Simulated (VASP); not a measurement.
# ZnSe: molecular dynamics with a monitored distance, by stops when the distance exceeds

ZnSe, F-43m (no. 216), 8 atoms in the cell. PBE, molecular dynamics; PAW potentials Se, Zn (PBE set).

| Stops when the distance exceeds (Å) | Largest distance met (Å) | Steps run | Mean temperature (K) | Time (s) |
|---|---|---|---|---|
| 2.601 | 2.581 | 80 | 406 | 146 |
| 3.927 | 2.581 | 80 | 406 | 168 |

Limits: 240 fs of 8 atoms are too short for converged averages; the distance is that to the nearest periodic copy, which so small a cell caps.

## Input of the first row

INCAR:
```
SYSTEM = ZnSe
GGA = PE
PREC = Normal
ENCUT = 280
EDIFF = 1E-5
NELMIN = 4
NELM = 60
ALGO = Normal
LREAL = Auto
LASPH = .TRUE.
ISMEAR = 0
SIGMA = 0.05
ISYM = 0
LWAVE = .FALSE.
LCHARG = .FALSE.
IBRION = 0
NSW = 80
POTIM = 3.0
TEBEG = 600
TEEND = 600
ISIF = 2
MDALGO = 1
ANDERSEN_PROB = 0.05
RANDOM_SEED = 428480 0 0
VALUE_MAX = 2.601
VALUE_MIN = 1.227
KPAR = 2
```

KPOINTS:
```
k-points
0
Monkhorst-Pack
  2 2 2
```

ICONST:
```
R 1 7 7
```

POSCAR:
```
ZnSe
1.0
    5.6676000000      0.0000000000      0.0000000000
    0.0000000000      5.6676000000      0.0000000000
    0.0000000000      0.0000000000      5.6676000000
Se Zn
4 4
Direct
    0.2500000000      0.2500000000      0.2500000000
    0.2500000000      0.7500000000      0.7500000000
    0.7500000000      0.2500000000      0.7500000000
    0.7500000000      0.7500000000      0.2500000000
    0.0000000000      0.0000000000      0.0000000000
    0.0000000000      0.5000000000      0.5000000000
    0.5000000000      0.0000000000      0.5000000000
    0.5000000000      0.5000000000      0.0000000000
```

Commands:
```
cat potpaw_PBE.64/Se/POTCAR potpaw_PBE.64/Zn/POTCAR > POTCAR
mpirun -np 2 vasp_std > vasp.out
```

Changes of the last row against the first:
```
- VALUE_MAX = 2.601
+ VALUE_MAX = 3.927
```

VASP 6.6.1 took 146 s on 2 cores (Intel Xeon 6975P-C (Granite Rapids)), a shared host.
